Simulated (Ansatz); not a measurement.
Crystal: AlAu.

```
CELL_PARAMETERS angstrom
3.22394 0.00000 0.00000
0.00000 3.22394 0.00000
0.00000 0.00000 3.22394
ATOMIC_POSITIONS crystal
Au 0.50000 0.50000 0.50000
Al 0.00000 0.00000 0.00000
```

The cell comes from a database or a generator and needn't be the stable form of this composition.

| Item | Value |
| --- | --- |
| Program | Ansatz 0.2.0 |
| Task | relaxation of cell and atoms |
| Functional | PBE0 |
| Potentials or basis | Ansatz PAW |
| Cutoff | 420 eV (not typed: the program's choice for these potentials) |
| k mesh | 4 × 4 × 4 |
| Occupations | fermi-dirac, width 0.05 eV |
| Spin | no spin polarisation |

At the start: volume 16.75 Å³/atom.

Question: Where does the relaxation end?

Answer: It ends after 5 steps and the volume is 16.00 Å³/atom (-4.5 %); space group Pm-3m (No. 221, to 0.05 Å).

Step by step:
```
step  energy change (eV)  largest force (eV/Å)  volume (Å³)
   1              0.0000                0.0000        33.51
   2             -0.0307                0.0000        32.13
   3             -0.0310                0.0000        31.98
   4             -0.0310                0.0000        32.00
   5             -0.0301                0.0000        32.00
```

Final structure:
```cif
data_structure
_symmetry_space_group_name_H-M 'P 1'
_symmetry_Int_Tables_number 1
_cell_length_a 3.1747
_cell_length_b 3.1747
_cell_length_c 3.1747
_cell_angle_alpha 90.000
_cell_angle_beta 90.000
_cell_angle_gamma 90.000
_cell_volume 32.00
loop_
_atom_site_label
_atom_site_type_symbol
_atom_site_fract_x
_atom_site_fract_y
_atom_site_fract_z
_atom_site_occupancy
Au1 Au 0.50000 0.50000 0.50000 1
Al1 Al 0.00000 0.00000 0.00000 1
```

Caveat: the k mesh is coarse (spacing up to 0.49 Å⁻¹), so the values aren't converged, least of all with exact exchange; the plane-wave basis is chosen anew once the cell has moved, so the energies of steps on either side of that aren't comparable; the PAW data sets come from PBE, with cores solved anew for the run's functional, which leaves a small shift of forces and pressure.
